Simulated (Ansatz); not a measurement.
**Zr: experiment and calculation**

**Experimental background.**

From a printed reference work, data compilation, for a bulk crystal of Zr at 298.15 K: lattice constant a 3.232 Å; lattice constant c 5.147 Å.

The runs below are set against these values where they give the same quantity.

Method: Ansatz, DFT PBEsol, scalar-relativistic, plane waves, PAW.

Plane waves to 420 eV, a k mesh through Γ of 18×18×8 on the computed 2-atom cell and Gaussian smearing (0.10 eV); no spin polarisation.

Relaxed structure, symmetry kept:

Space group P6_3/mmc (No. 194). a = 3.186 Å, b = 3.186 Å, c = 5.112 Å, α = 90.00°, β = 90.00°, γ = 120.00°
```
atom site symmetry x y z
  Zr    2c      -6m2  0.3333  0.6667  0.2500
```

```json
{"Space group": "P6_3/mmc (No. 194)", "Volume per atom": "22.47 Å³", "Formation energy from the elements' standard states (uncorrected)": "0.000 eV/atom", "Kohn–Sham band gap": "none (metal)", "Density of states at the Fermi level": "2.02 states/eV per cell", "Löwdin character within 0.5 eV of the Fermi level": "Zr 4d 90 %, unprojected 4 %", "Bulk modulus": "98 GPa", "Its pressure derivative": "2.9", "Bader charges (e)": "Zr (2 in the cell) 0.00"}
```

A measured lattice constant a of Zr is 3.232 Å (298.15 K; a printed reference work, data compilation); the calculated 3.186 Å misses it by -1.4 %. Against the measured lattice constant c of Zr, 5.147 Å (298.15 K; a printed reference work, data compilation), the calculated 5.112 Å is off by -0.7 %. The calculation is for 0 K without zero-point motion.